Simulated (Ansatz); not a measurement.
**Worked example: C2H6OSi + C2H3O2 → C2H5OSi + C2H4O2**

Species: C2H6OSi `C=C[SiH2]O`, singlet; C2H3O2 `[CH2]C(=O)O`, doublet; C2H5OSi `C=C[SiH]O`, doublet; C2H4O2 (acetic acid) `CC(=O)O`, singlet. A radical takes H: the energy is the difference in strength between the Si–H bond broken and the C–H bond made.

Shapes, held fixed at every level: PBE0-D4/def2-TZVP. Flexible molecules stand in one conformer, not always the lowest. Programs: Ansatz 0.2.0. The zero-point and thermal change to 298 K, harmonic and unscaled (PBE0-D4/def2-TZVP), is +10.9 kJ/mol.

At CCSD(T)/CBS estimate; 1 Eh = 2625.50 kJ/mol:

| species | energy (Eh) |
| --- | --- |
| C2H6OSi | -443.991098 |
| C2H3O2 | -228.205345 |
| C2H5OSi | -443.334704 |
| C2H4O2 | -228.875292 |

Q: Work out ΔH(298 K) of the reaction at this level.

A: 
1. Products less reactants: (-443.334704) + (-228.875292) − [(-443.991098) + (-228.205345)] = -0.013553 Eh = -35.6 kJ/mol.
2. With the thermal change: -35.6 + (+10.9) = -24.7 kJ/mol.

Other levels give -55.1 (SPW92/def2-TZVPP) to -1.4 kJ/mol (HF/def2-SVP). No measured value is set beside it here. Spin contamination: C2H3O2 (⟨S²⟩ up to 0.80), C2H5OSi (⟨S²⟩ up to 0.87). Open shells run unrestricted. The CBS estimate extrapolates MP2 from def2-TZVPP and def2-QZVPP and adds CCSD(T) − MP2 in the triple-zeta set, cores frozen.
